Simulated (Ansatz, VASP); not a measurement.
Ta: VASP beside Ansatz

```
CELL_PARAMETERS angstrom
2.73634 0.00000 0.00000
0.00000 2.73634 0.00000
0.00000 0.00000 2.73634
ATOMIC_POSITIONS crystal
Ta 0.00000 0.00000 0.00000
```

Alike in both runs: functional r2SCAN; k mesh 6 × 6 × 6; occupations gaussian, width 0.1 eV; no spin polarisation.

Ansatz relaxed the structure, and its values are those at the end. VASP's run is a single point on that final structure, the one shown.

|  | VASP | Ansatz |
| --- | --- | --- |
| version | VASP 6.6.1 | Ansatz 0.2.0 |
| potentials or method | VASP PAW PBE potentials, release 64 (Ta_pv) | scalar-relativistic, plane waves, PAW |
| plane-wave cutoff (eV) | 520 | 500 |
| valence electrons in the cell | 11 | 13 |

Ansatz gave:

| Property | Result |
| --- | --- |
| gap on the k mesh at the Fermi level (eV) | none |
| pressure (GPa) | -0.1 |

Q: Estimate VASP's values.

A: gap on the k mesh at the Fermi level (eV): none; pressure (GPa): 0.4.

A gap of «none» marks a metal or a gap that the smearing closes. The two sets of potentials don't hold the same shells in valence.

Caveats: the k mesh is coarse (spacing up to 0.38 Å⁻¹), so the values aren't converged; the PAW data sets were made with another functional, which shifts forces and pressure a little (VASP). The runs have no spin-orbit coupling, so splittings on Ta are missing.
